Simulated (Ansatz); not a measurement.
TiAl under changes of volume

One of the cells (16.065 Å³/atom); the others are scaled copies at fixed shape and fractional positions:

```
Ti Al
1.0
     3.17906    0.00000    0.00000
     0.00000    3.17906    0.00000
     0.00000    0.00000    3.17906
Ti Al
1 1
Direct
  0.00000 0.00000 0.00000
  0.50000 0.50000 0.50000
```

The cell comes from a database or a generator and needn't be the stable form of this composition.

* Program: Ansatz 0.2.0
* Functional: r2SCAN
* Potentials or basis: Ansatz PAW
* Cutoff: 500 eV (not typed: the program's choice for these potentials)
* k mesh: 8 × 8 × 8
* Occupations: fermi-dirac, width 0.05 eV
* Spin: no spin polarisation

```tsv
volume (Å³/atom)	energy over the lowest point (meV/atom)	pressure (GPa)
15.101	?	?
15.422	7.12	4.5
15.743	0.96	1.8
16.065	0.00	-0.7
16.386	3.77	-2.9
16.707	11.80	-5.0
17.028	23.70	-6.8
```

What does the run at 15.101 Å³/atom give?

Energy over the lowest point 19.02 meV/atom; pressure 7.5 GPa.

Worked out: A Birch-Murnaghan fit of order 3 (a polynomial in V^(-2/3)) to the other rows has its minimum at 15.97 Å³/atom with B0 = V·E''(V) = 120 GPa and B' = 3.9. It gives 19.03 meV/atom at 15.101 Å³/atom, against the run's 19.02, and -dE/dV = 7.5 GPa, against 7.5.

Energies are extrapolated to zero smearing.

Caveats: the PAW data sets come from PBE, with cores solved anew for the run's functional, which leaves a small shift of forces and pressure.
